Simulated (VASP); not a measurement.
The system is Sc.

```
Sc
1.0
     0.00000    2.12335    2.12335
     2.12335    0.00000    2.12335
     2.12335    2.12335    0.00000
Sc
1
Direct
  0.00000 0.00000 0.00000
```

The cell was built by a generator and needn't be a form met in nature.

- Program: VASP 6.6.1
- Task: relaxation of cell and atoms
- Functional: r2SCAN
- Potentials or basis: VASP PAW PBE potentials, release 64 (Sc_sv)
- Cutoff: 600 eV
- k mesh: 14 × 14 × 14
- Occupations: gaussian, width 0.086 eV
- Spin: no spin polarisation

At the start: pressure 21.2 GPa; volume 19.15 Å³/atom.

Q: Where does the relaxation end?

A: Over 4 steps the energy falls by 331.1 meV/atom and the volume is 25.20 Å³/atom (+31.6 %); space group Fm-3m (No. 225, to 0.05 Å).

The path:
```tsv
step	energy change (eV)	largest force (eV/Å)	pressure (GPa)	volume (Å³)
1	0.0000	0.0000	21.16	19.15
2	-0.3103	0.0000	-3.40	27.04
3	-0.3310	0.0000	0.22	25.07
4	-0.3311	0.0000	-0.05	25.20
```

Final structure:
```
CELL_PARAMETERS angstrom
0.00000 2.32701 2.32701
2.32701 0.00000 2.32701
2.32701 2.32701 0.00000
ATOMIC_POSITIONS crystal
Sc 0.00000 0.00000 0.00000
```

Caveat: the volume moved by over 15 % at a fixed basis, so the end points are rough; the PAW data sets were made with another functional, which shifts forces and pressure a little.
